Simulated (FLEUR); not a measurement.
Fe:

```
Fe
1.0
    -1.44300    1.44300    1.44300
     1.44300   -1.44300    1.44300
     1.44300    1.44300   -1.44300
Fe
1
Direct
  0.00000 0.00000 0.00000
```

| Item | Value |
| --- | --- |
| Program | FLEUR MaX-R8.1 (later development tree) |
| Task | single point |
| Functional | PBEsol |
| Potentials or basis | all-electron |
| Basis | FLAPW |
| Kmax | 4.58 1/bohr |
| k mesh | 13 × 13 × 13 |
| Occupations | fermi-dirac, width 0.05 eV |
| Spin | collinear spin, ferromagnetic start |
| Starting moments | [3.0] μB |
| Gmax | 14.2 1/bohr |
| Muffin-tin radii | Fe 2.14 bohr |
| lmax | Fe 9 |
| lnonsphr | Fe 9 |
| Local orbitals a species | Fe 5 |
| Max iterations | 60 |
| Mixing factor | 0.05 |
| Mixer | Anderson |

On this cell: net moment 2.26 μB per cell; site moments Fe +2.31 μB; band gap on the k mesh none (metal or under the smearing width).

The same run follows on a disturbed copy (cell strained at random at fixed volume):

```
CELL_PARAMETERS angstrom
-1.48153 1.43424 1.45901
1.46753 -1.43096 1.44173
1.45354 1.40297 -1.45574
ATOMIC_POSITIONS crystal
Fe 0.98721 0.99305 0.98531
```

Problem. What does the disturbed cell give?

Solution. The energy (extrapolated to zero smearing) moves by +2.9 meV/atom; net moment 2.27 μB per cell; site moments Fe +2.32 μB; band gap on the k mesh none (metal or under the smearing width).
